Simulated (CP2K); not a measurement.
Si in CP2K: convergence with eps default

Input of the first run (eps default 1.0E-6); the others differ in this setting and in those tied to it:

si_converge.inp

```
&GLOBAL
  PROJECT si_converge
  RUN_TYPE ENERGY_FORCE
  PRINT_LEVEL LOW
&END GLOBAL
&FORCE_EVAL
  METHOD QS
  STRESS_TENSOR ANALYTICAL
  &DFT
    BASIS_SET_FILE_NAME BASIS_MOLOPT_UZH
    POTENTIAL_FILE_NAME POTENTIAL_UZH
    &MGRID
      CUTOFF 675
      REL_CUTOFF 60
      NGRIDS 4
    &END MGRID
    &QS
      METHOD GPW
      EPS_DEFAULT 1.0E-6
    &END QS
    &KPOINTS
      SCHEME MONKHORST-PACK 10 10 9
      GAMMA_CENTERED T
      SYMMETRY T
      SYMMETRY_BACKEND SPGLIB
    &END KPOINTS
    &SCF
      SCF_GUESS ATOMIC
      EPS_SCF 1.0E-6
      MAX_SCF 100
      ADDED_MOS 8
      CHOLESKY OFF
      EPS_EIGVAL 1.0E-7
      &DIAGONALIZATION ON
        ALGORITHM STANDARD
      &END DIAGONALIZATION
      &MIXING ON
        METHOD BROYDEN_MIXING
        ALPHA 0.4
        BETA 1.5
        NBUFFER 8
      &END MIXING
      &SMEAR ON
        METHOD FERMI_DIRAC
        ELECTRONIC_TEMPERATURE [K] 300.557
      &END SMEAR
    &END SCF
    &XC
      &XC_FUNCTIONAL
        &MGGA_X_R2SCAN
        &END MGGA_X_R2SCAN
        &MGGA_C_R2SCAN
        &END MGGA_C_R2SCAN
      &END XC_FUNCTIONAL
    &END XC
    &PRINT
      &KPOINTS ON
      &END KPOINTS
      &MULLIKEN ON
      &END MULLIKEN
      &MO ON
        ENERGIES T
        OCCUPATION_NUMBERS T
        &EACH
          QS_SCF 0
        &END EACH
        ADD_LAST NUMERIC
      &END MO
    &END PRINT
  &END DFT
  &SUBSYS
    &CELL
      ABC 2.6375682583 2.7291485363 2.6478654688
      ALPHA_BETA_GAMMA 101.3438901379 101.9175659805 125.6015195874
      PERIODIC XYZ
    &END CELL
    &COORD
      SCALED
      Si  -0.0047230000 -0.0122630000 -0.0208710000
    &END COORD
    &KIND Si
      BASIS_SET TZVP-MOLOPT-SCAN-GTH-q4
      POTENTIAL GTH-SCAN-q4
    &END KIND
    &PRINT
      &ATOMIC_COORDINATES ON
      &END ATOMIC_COORDINATES
      &CELL ON
      &END CELL
    &END PRINT
  &END SUBSYS
  &PRINT
    &FORCES ON
    &END FORCES
    &STRESS_TENSOR ON
    &END STRESS_TENSOR
  &END PRINT
&END FORCE_EVAL
```

Potentials or basis: POTENTIAL_UZH Si GTH-SCAN-q4; TZVP-MOLOPT-SCAN-GTH basis.

Command:

```bash
$ OMP_NUM_THREADS=1 cp2k.psmp -i si_converge.inp -o si_converge.out
```

The cell isn't the ideal one: cell strained at random at fixed volume.

This isn't the form of Si at room conditions, which is diamond.

Hardware: 1 thread of Arm Neoverse V2 (shared host).

Question: The values tried are 1.0E-6, 1.0E-7, 1.0E-8, 1.0E-9, 1.0E-10, 1.0E-11, 1.0E-12, loosest first. From which on does the energy stay within 1 meV/atom of the tightest run that finished?

Answer: From 1.0E-8 on.

```tsv
eps default	energy less the tightest run, at zero smearing (meV/atom)	pressure (GPa)	SCF cycles	CPU time (s)	peak memory (GiB)
1.0E-6	-48.51	-2.21	12	32	0.22
1.0E-7	-1.14	2.70	12	43	0.23
1.0E-8	-0.42	2.78	12	58	0.23
1.0E-9	0.01	2.82	12	72	0.24
1.0E-10	0.02	2.83	12	89	0.24
1.0E-11	0.01	2.82	12	110	0.25
1.0E-12	0.00	2.82	12	130	0.26
```

Against the tightest run, the pressure stays within 0.1 GPa from 1.0E-8 on. The tightest run that finished is the yardstick and may itself not be fully converged.

Caveat, for the tightest run too: the basis of atomic orbitals isn't converged, which shifts pressures, moduli and gaps.
